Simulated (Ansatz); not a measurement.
One change: `CCOCC` becomes `CC[O][InH][CH3]`.

Ansatz, PBE0-D4/def2-TZVP geometries, multiplicity 1. Each molecule was computed in one conformer, which needn't be the lowest.

Elements past krypton have def2 core potentials.

```tsv
property	`CCOCC`
HOMO energy (B3LYP/def2-TZVPP) / eV	-7.06
HOMO–LUMO gap (ωB97M-V/def2-TZVPP) / eV	12.49
LUMO energy (ωB97M-V/def2-TZVPP) / eV	2.79
HOMO–LUMO gap (B3LYP/def2-TZVPP) / eV	8.07
size of the dipole moment (B3LYP/def2-TZVPP) / D	1.17
zero-point energy (PBE0-D4/def2-TZVP) / kJ/mol	359.0
```

Problem. Give the same properties after the change, and the shifts. (An estimate is asked.)

Solution. Computed: 
```json
{"property": "HOMO energy (B3LYP/def2-TZVPP) / eV", "`CC[O][InH][CH3]`": "-6.93", "shift": "0.13"}
{"property": "HOMO–LUMO gap (ωB97M-V/def2-TZVPP) / eV", "`CC[O][InH][CH3]`": "9.67", "shift": "-2.82"}
{"property": "LUMO energy (ωB97M-V/def2-TZVPP) / eV", "`CC[O][InH][CH3]`": "0.22", "shift": "-2.57"}
{"property": "HOMO–LUMO gap (B3LYP/def2-TZVPP) / eV", "`CC[O][InH][CH3]`": "5.50", "shift": "-2.57"}
{"property": "size of the dipole moment (B3LYP/def2-TZVPP) / D", "`CC[O][InH][CH3]`": "2.20", "shift": "1.03"}
{"property": "zero-point energy (PBE0-D4/def2-TZVP) / kJ/mol", "`CC[O][InH][CH3]`": "291.6", "shift": "-67.4"}
```

With PBE0 the HOMO rises by 0.14 eV and the LUMO falls by 2.51 eV, so the gap narrows by about 2.65 eV. PBE moves the HOMO by -0.04 eV and ωB97M-V by 0.24 eV. The zero-point energy changes by -67.4 kJ/mol with -3 modes. Dipoles are sizes alone; their direction can turn.

B3LYP here is the variant with VWN-RPA as its local correlation; programs differ in this.

Positive LUMOs are unbound, so they and the gaps depend on the basis.
